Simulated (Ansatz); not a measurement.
The calculation used Ansatz 0.2.0, DFT PBE, scalar-relativistic, plane waves, PAW. Settings: cutoff 420 eV, Γ-centred meshes spaced at most about 0.3 Å⁻¹, and about 0.25 Å⁻¹ or finer for metals (2π included), Gaussian smearing. No spin polarisation in the final relaxations.

These are static total energies at zero pressure.

Compare these two cells of SiC4, each relaxed at this level.

1.

Space group P-3m1 (No. 164). a = 2.711 Å, b = 2.711 Å, c = 5.794 Å, α = 90.00°, β = 90.00°, γ = 120.00°
```json
{"atom": "Si", "site": "1b", "symmetry": "-3m.", "x": "0.0000", "y": "0.0000", "z": "0.5000"}
{"atom": "C", "site": "2d", "symmetry": "3m.", "x": "0.3333", "y": "0.6667", "z": "0.6985"}
{"atom": "C", "site": "2d", "symmetry": "3m.", "x": "0.6667", "y": "0.3333", "z": "0.0502"}
```

2.

Space group P6_3/mmc (No. 194). a = 2.470 Å, b = 2.470 Å, c = 26.716 Å, α = 90.00°, β = 90.00°, γ = 120.00°
| atom | site | symmetry | x | y | z |
| --- | --- | --- | --- | --- | --- |
| Si | 2d | -6m2 | 0.3333 | 0.6667 | 0.7500 |
| C | 4f | 3m. | 0.3333 | 0.6667 | 0.9176 |
| C | 4f | 3m. | 0.3333 | 0.6667 | 0.0824 |

Problem. Which would you expect to be lower, and how large is the difference?

Solution. Cell 2 is lower, by 0.55 eV/atom. Cell 1 has space group P-3m1 (No. 164), 7.4 Å³/atom and no gap on its mesh; cell 2 has space group P6_3/mmc (No. 194), 14.1 Å³/atom and no gap. Counting C atoms around Si (those within 1.25 times the shortest such distance or 1.15 times the sum of covalent radii; the shortest distance is added where it is long for a bond), cell 1 has Si 6 and cell 2 has Si 26 from 4.5 Å. Cell 1 holds C–C nets (shortest 1.46 Å); cell 2 holds Si–Si nets (shortest 2.47 Å) and C–C nets (shortest 1.43 Å). Even the lower one lies +0.19 eV/atom against the reference forms of the elements (uncorrected), so neither is stable at this level. Both come from invented guesses.

No dispersion correction is applied, so the spacing and binding between layers, chains or molecules are poorly described (P6_3/mmc), and this can change margins and order among such cells. Cells relaxed within their symmetry can be saddle points.
